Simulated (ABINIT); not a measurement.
Here is an ABINIT 10.8.3 (patched build) calculation.

File run.abi:

```
pp_dirpath "./"
pseudos "Hf.upf, N.upf"

acell 3*1.0
rprim
     0.0000000000     4.6389412647     4.6389412647
     4.6389412647     0.0000000000     4.6389412647
     4.6389412647     4.6389412647     0.0000000000
ntypat 2
znucl 72 7
natom 2
typat 1 2
xred
    -0.0015310000    -0.0029430000    -0.0034000000
     0.2637830000     0.2428060000     0.2393630000
chkprim 0
chksymtnons 0
tolsym 1.0e-6

ecut 42.0

kptopt 1
ngkpt 9 9 9
nshiftk 1
shiftk 0.0 0.0 0.0

ixc -116133

nband 13
occopt 3
tsmear 0.05 eV

nstep 100
tolvrs 1.0e-10

iomode 3
prtwf 0
prtden 0
prteig 0
prtebands 0
```

Potentials or basis: PseudoDojo NC SR PBEsol v0.4.1 standard.

The run is started by

```bash
$ abinit run.abi > log 2>&1
```

**Question.** What does it give for the pressure?

**Answer.** -5.4 GPa.

**Question.** What does it give for the largest force?

**Answer.** 0.539 eV/Å.

Stress tensor (GPa, compression positive):
```
-5.39 -1.47 -1.14
-1.47 -5.38  1.52
-1.14  1.52 -5.39
```

The run has no spin-orbit coupling, so splittings on Hf are missing.
